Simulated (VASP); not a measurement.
# W (Im-3m) in VASP: relaxation of cell and atoms with PBE

Aim: the relaxation of cell and atoms of W with PBE.

Everything below comes from runs of VASP 6.6.1. Logs are shortened: lines on timing, memory, paths and dates and some standing lists are left out, and cuts for length are marked.

### 1 The structure

Symmetry: Im-3m, No. 229, cubic system. Conventional cell: a = 3.180 Å, b = 3.180 Å, c = 3.180 Å, α = 90.00°, β = 90.00°, γ = 90.00°. Around W (site symmetry m-3m) lie 8 W at 2.75 Å.

The cell was built by a generator and needn't be a form met in nature.

### 2 Relaxation of cell and atoms, PBE

Contents of INCAR:

```
PREC = Accurate ; ENCUT = 600
EDIFF = 1E-7 ; ISMEAR = 1
SIGMA = 0.2 ; LREAL = F
LASPH = T ; NELM = 100
ALGO = Normal ; ISIF = 3
LWAVE = F ; LCHARG = F
GGA = PE ; IBRION = 2
NSW = 60 ; EDIFFG = -0.02
KPAR = 4
```

Contents of KPOINTS:

```
Automatic mesh
0
Gamma
  8 8 8
```

Contents of POSCAR:

```
W
1.0
   -1.5900000000      1.5900000000      1.5900000000
    1.5900000000     -1.5900000000      1.5900000000
    1.5900000000      1.5900000000     -1.5900000000
W
1
Direct
    0.0000000000      0.0000000000      0.0000000000
```

Potentials or basis: VASP PAW PBE potentials, release 64 (W_sv).

The run is started by

```sh
cat potpaw_PBE.64/W_sv/POTCAR > POTCAR
mpirun -np 4 vasp_std > vasp.out
```

OUTCAR:

```text
PREC = Accurate
   ENCUT = 600
   EDIFF = 1E-7
   ISMEAR = 1
   LREAL = F
   LASPH = T
   NELM = 100
   ISIF = 3
   GGA = PE
   IBRION = 2
   NSW = 60
   EDIFFG = -0.02

 ion  position               nearest neighbor table
   1  0.000  0.000  0.000-

  LATTYP: Found a body centered cubic cell.
 ALAT       =     3.1800000000

  Lattice vectors:

 A1 = (  -1.5900000000,   1.5900000000,   1.5900000000)
 A2 = (   1.5900000000,  -1.5900000000,   1.5900000000)
 A3 = (   1.5900000000,   1.5900000000,  -1.5900000000)

Analysis of symmetry for initial positions (statically):
=====================================================================
 Subroutine PRICEL returns:
 Original cell was already a primitive cell.

 Routine SETGRP: Setting up the symmetry group for a
 body centered cubic supercell.

 Subroutine GETGRP returns: Found 48 space group operations
 (whereof 48 operations were pure point group operations)
 out of a pool of 48 trial point group operations.

The static configuration has the point symmetry O_h .

Analysis of symmetry for dynamics (positions and initial velocities):
=====================================================================
 Subroutine PRICEL returns:
 Original cell was already a primitive cell.

 Routine SETGRP: Setting up the symmetry group for a
 body centered cubic supercell.

 Subroutine GETGRP returns: Found 48 space group operations
 (whereof 48 operations were pure point group operations)
 out of a pool of 48 trial point group operations.

The dynamic configuration has the point symmetry O_h .

 Subroutine INISYM returns: Found 48 space group operations
 (whereof 48 operations are pure point group operations),
 and found     1 'primitive' translations

----------------------------------------------------------------------------------------

                                     Primitive cell

  volume of cell :      16.0787

  direct lattice vectors                    reciprocal lattice vectors
    -1.590000000  1.590000000  1.590000000     0.000000000  0.314465409  0.314465409
     1.590000000 -1.590000000  1.590000000     0.314465409  0.000000000  0.314465409
     1.590000000  1.590000000 -1.590000000     0.314465409  0.314465409  0.000000000

  length of vectors
     2.753960784  2.753960784  2.753960784     0.444721246  0.444721246  0.444721246

  position of ions in fractional coordinates (direct lattice)
     0.000000000  0.000000000  0.000000000

  ion indices of the primitive-cell ions
   primitive index   ion index
                 1           1

----------------------------------------------------------------------------------------

 KPOINTS: Automatic mesh

Automatic generation of k-mesh.
 Grid dimensions read from file:
 generate k-points for:    8    8    8

 Generating k-lattice:

  Cartesian coordinates                     Fractional coordinates (reciprocal lattice)
     0.000000000  0.039308176  0.039308176     0.125000000  0.000000000  0.000000000
     0.039308176  0.000000000  0.039308176     0.000000000  0.125000000  0.000000000
     0.039308176  0.039308176  0.000000000     0.000000000  0.000000000  0.125000000

  Length of vectors
     0.055590156  0.055590156  0.055590156

  Shift w.r.t. Gamma in fractional coordinates (k-lattice)
     0.000000000  0.000000000  0.000000000

 Subroutine IBZKPT returns following result:
 ===========================================

 Found     29 irreducible k-points:

 Following reciprocal coordinates:
            Coordinates               Weight
  0.000000  0.000000  0.000000      1.000000
  0.125000  0.000000  0.000000     12.000000
  0.250000  0.000000  0.000000     12.000000
  0.375000  0.000000  0.000000     12.000000
  0.500000  0.000000  0.000000      6.000000
  0.125000  0.125000  0.000000     24.000000
[... 16 lines left out ...]
 -0.250000  0.250000  0.250000      6.000000
 -0.375000  0.375000  0.250000     24.000000
 [... further k-points ...]
   k-points           NKPTS =     29   k-points in BZ     NKDIM =     29   number of bands    NBANDS=     11
   number of dos      NEDOS =    301   number of ions     NIONS =      1
   total plane-waves  NPLWV =  13824
   dimension x,y,z NGX =    24 NGY =   24 NGZ =   24
   dimension x,y,z NGXF=    48 NGYF=   48 NGZF=   48
   ions per type =               1
   NGX,Y,Z   is equivalent  to a cutoff of  14.49, 14.49, 14.49 a.u.
   NGXF,Y,Z  is equivalent  to a cutoff of  28.98, 28.98, 28.98 a.u.
 SYSTEM =  unknown system
   PREC   = accura    normal or accurate (medium, high low for compatibility)
   ISTART =      0    job   : 0-new  1-cont  2-samecut
   ICHARG =      2    charge: 1-file 2-atom 10-const
   ISPIN  =      1    spin polarized calculation?
   LNONCOLLINEAR =      F non collinear calculations
   LSORBIT =      F    spin-orbit coupling
   LASPH  =      T    aspherical Exc in radial PAW
   ENCUT  =  600.0 eV  44.10 Ry    6.64 a.u.   5.50  5.50  5.50*2*pi/ulx,y,z
   NELM   =    100;   NELMIN=  2; NELMDL= -5     # of ELM steps
   EDIFF  = 0.1E-06   stopping-criterion for ELM
   LREAL  =      F    real-space projection
   EDIFFG = -.2E-01   stopping-criterion for IOM
   NSW    =     60    number of steps for IOM
   IBRION =      2    ionic relax: 0-MD 1-quasi-New 2-CG
   NFREE  =      1    steps in history (QN), initial steepest desc. (CG)
   ISIF   =      3    stress and relaxation
   ISYM   =      2    0-nonsym 1-usesym 2-fastsym
   POTIM  = 0.5000    time-step for ionic-motion
   TEBEG  =    0.0;   TEEND  =   0.0 temperature during run
   PSTRESS=    0.0 pullay stress
   NELECT =      14.0000    total number of electrons
   NUPDOWN=      -1.0000    fix difference up-down
   EMIN   =  10.00;   EMAX   =-10.00  energy-range for DOS
   EFERMI =   0.00;   METHOD = LEGACY
   ISMEAR =     1;   SIGMA  =   0.20  broadening in eV -4-tet -1-fermi 0-gaus
   EFERMI_NEDOS =   21; number of points for ismear=-14 and -15
   IALGO  =     38    algorithm
   IMIX   =      4    mixing-type and parameters
     AMIX     =   0.40;   BMIX     =  1.00
     AMIX_MAG =   1.60;   BMIX_MAG =  1.00
  volume/ion in A,a.u.               =      16.08       108.50
  Fermi-wavevector in a.u.,A,eV,Ry     =   1.563269  2.954150 33.250054  2.443810
  Thomas-Fermi vector in A             =   2.666065
   LORBIT       =      0    0 simple, 1 ext, 2 COOP (PROOUT), +10 PAW based schemes
   GGA     = PE    functional components
   LHFCALC =     F    Hartree Fock is set to
   AEXX    =    0.0000 exact exchange contribution
   IVDW    =     0    specifies the selected vdW correction
   LEPSILON=     F    determine dielectric tensor
   LRPA    =     F    only Hartree local field effects (RPA)
 conjugate gradient relaxation of ions
 non-spin polarized calculation
 Methfessel and Paxton  Order N= 1 SIGMA  =   0.20
  energy-cutoff  :      600.00
  volume of cell :       16.08
 maximum number of plane-waves:       555
 NGX is ok and might be reduce to    24
   NGX = 11   NGY = 11   NGZ = 11

--------------------------------------- Ionic step        1  -------------------------------------------

 number of electron      14.0000002 magnetization

 Free energy of the ion-electron system (eV)
  ---------------------------------------------------
  ext. energy  EPLUGINS =         0.00000000
  ---------------------------------------------------
  free energy    TOTEN  =       -12.95468146 eV

  energy without entropy =      -12.95682618  energy(sigma->0) =      -12.95539637

------------------------ aborting loop because EDIFF is reached ----------------------------------------

  FORCE on cell =-STRESS in cart. coord.  units (eV):
  Direction    XX          YY          ZZ          XY          YZ          ZX
  --------------------------------------------------------------------------------------
  -------------------------------------------------------------------------------------
  Total        0.1947963      0.1947963      0.1947963     -0.0000000     -0.0000000      0.0000000
  in kB       19.4106404     19.4106404     19.4106404     -0.0000000     -0.0000000      0.0000000
  external PRESSURE =      19.4106404 kB  Pullay stress =       0.0000000 kB

 VOLUME and BASIS-vectors are now :
 -----------------------------------------------------------------------------
  energy-cutoff  :      600.00
  volume of cell :       16.08
      direct lattice vectors                 reciprocal lattice vectors
    -1.590000000  1.590000000  1.590000000     0.000000000  0.314465409  0.314465409
     1.590000000 -1.590000000  1.590000000     0.314465409  0.000000000  0.314465409
     1.590000000  1.590000000 -1.590000000     0.314465409  0.314465409  0.000000000
[... 36 lines left out ...]
 POSITION                                       TOTAL-FORCE (eV/Angst)
 -----------------------------------------------------------------------------------
      0.00000      0.00000      3.20988        -0.000000     -0.000000     -0.000000
 -----------------------------------------------------------------------------------
    total drift:                               -0.000000      0.000000      0.000000

  FREE ENERGIE OF THE ION-ELECTRON SYSTEM (eV)
  ---------------------------------------------------
  free  energy   TOTEN  =       -12.9476434402 eV

  energy  without entropy=      -12.9498666683  energy(sigma->0) =      -12.94838452

--------------------------------------- Ionic step        3  -------------------------------------------

 number of electron      14.0000002 magnetization

 Free energy of the ion-electron system (eV)
  ---------------------------------------------------
  ext. energy  EPLUGINS =         0.00000000
  ---------------------------------------------------
  free energy    TOTEN  =       -12.95494100 eV

  energy without entropy =      -12.95712930  energy(sigma->0) =      -12.95567043

 E-fermi :  10.8095     XC(G=0): -13.5266

 val. band max:       10.6657959029   @ k =   0.1250   0.0000   0.0000
 cond. band min:      11.2332135768   @ k =  -0.2500   0.2500   0.1250
 fundamental gap:      0.5674176739
 Fermi energy:        10.8095282290

 k-point     1 :       0.0000    0.0000    0.0000
  band No.  band energies     occupation
      1     -63.0526      2.00000
      2     -26.6434      2.00000
      3     -26.6434      2.00000
      4     -26.6434      2.00000
      5       1.6296      2.00000
      6       9.9620      2.00000
      7       9.9620      2.00000
      8       9.9620      2.00000
      9      13.3698     -0.00000
     10      13.3698     -0.00000
     11      25.6250      0.00000

 k-point     2 :       0.1250    0.0000    0.0000
  band No.  band energies     occupation
      1     -63.0348      2.00000
      2     -26.8320      2.00000
      3     -26.7028      2.00000
      4     -26.6443      2.00000
      5       2.3430      2.00000
      6       9.5469      2.00000
      7       9.8188      2.00000
      8      10.6658      1.93244
      9      12.8467     -0.00000
     10      13.3861     -0.00000
     11      26.1462      0.00000
[... 295 lines left out ...]
 k-point    24 :      -0.3750    0.3750    0.2500
  band No.  band energies     occupation
      1     -62.9000      2.00000
      2     -27.5441      2.00000
      3     -27.2078      2.00000
      4     -27.0946      2.00000
      5       6.6940      2.00000
      6       7.4310      2.00000
      7      10.6433      1.99508
      8      11.4197     -0.00014
      9      14.7902     -0.00000
     10      15.4166      0.00000
     11      24.5705      0.00000

 [... further k-points ...]
[... 5 lines left out ...]
  --------------------------------------------------------------------------------------
  -------------------------------------------------------------------------------------
  Total        0.0124473      0.0124473      0.0124473     -0.0000000      0.0000000     -0.0000000
  in kB        1.2330460      1.2330460      1.2330460     -0.0000000      0.0000000     -0.0000000
  external PRESSURE =       1.2330460 kB  Pullay stress =       0.0000000 kB

 VOLUME and BASIS-vectors are now :
 -----------------------------------------------------------------------------
  energy-cutoff  :      600.00
  volume of cell :       16.17
      direct lattice vectors                 reciprocal lattice vectors
    -1.593122021  1.593122021  1.593122021     0.000000000  0.313849155  0.313849155
     1.593122021 -1.593122021  1.593122021     0.313849155  0.000000000  0.313849155
     1.593122021  1.593122021 -1.593122021     0.313849155  0.313849155  0.000000000

 POSITION                                       TOTAL-FORCE (eV/Angst)
 -----------------------------------------------------------------------------------
      0.00000      0.00000      0.00000         0.000000      0.000000      0.000000
 -----------------------------------------------------------------------------------
    total drift:                               -0.000000      0.000000      0.000000

  FREE ENERGIE OF THE ION-ELECTRON SYSTEM (eV)
  ---------------------------------------------------
  free  energy   TOTEN  =       -12.9549409967 eV

  energy  without entropy=      -12.9571292976  energy(sigma->0) =      -12.95567043

 reached required accuracy - stopping structural energy minimisation
```

Run time: 6.4 s. Hardware: 4 MPI ranks of Intel Xeon Platinum 8488C (Sapphire Rapids), shared host; peak memory 0.13 GiB.

What came out:

| Property | Result |
| --- | --- |
| Free energy | -12.9549 eV |
| Relaxed volume | 16.17 Å³/atom |
| Relaxed cell | a = 2.759 Å, b = 2.759 Å, c = 2.759 Å, α = 109.47°, β = 109.47°, γ = 109.47° |
| Space group after relaxing (to 0.05 Å) | Im-3m (No. 229) |
| Energy gained by relaxing | 0.3 meV/atom |
| Ionic steps | 3 |
| Pressure after relaxing | 0.1 GPa |
| Band gap on the k mesh | none (metal or under the smearing width) |

Step by step:
| step | energy change (eV) | largest force (eV/Å) | pressure (GPa) | volume (Å³) |
| --- | --- | --- | --- | --- |
| 1 | 0.0000 | 0.0000 | 1.94 | 16.08 |
| 2 | 0.0070 | 0.0000 | -6.42 | 16.54 |
| 3 | -0.0003 | 0.0000 | 0.12 | 16.17 |

Final structure:
```cif
data_structure
_symmetry_space_group_name_H-M 'P 1'
_symmetry_Int_Tables_number 1
_cell_length_a 2.7594
_cell_length_b 2.7594
_cell_length_c 2.7594
_cell_angle_alpha 109.471
_cell_angle_beta 109.471
_cell_angle_gamma 109.471
_cell_volume 16.17
loop_
_atom_site_label
_atom_site_type_symbol
_atom_site_fract_x
_atom_site_fract_y
_atom_site_fract_z
_atom_site_occupancy
W1 W 0.00000 0.00000 0.00000 1
```
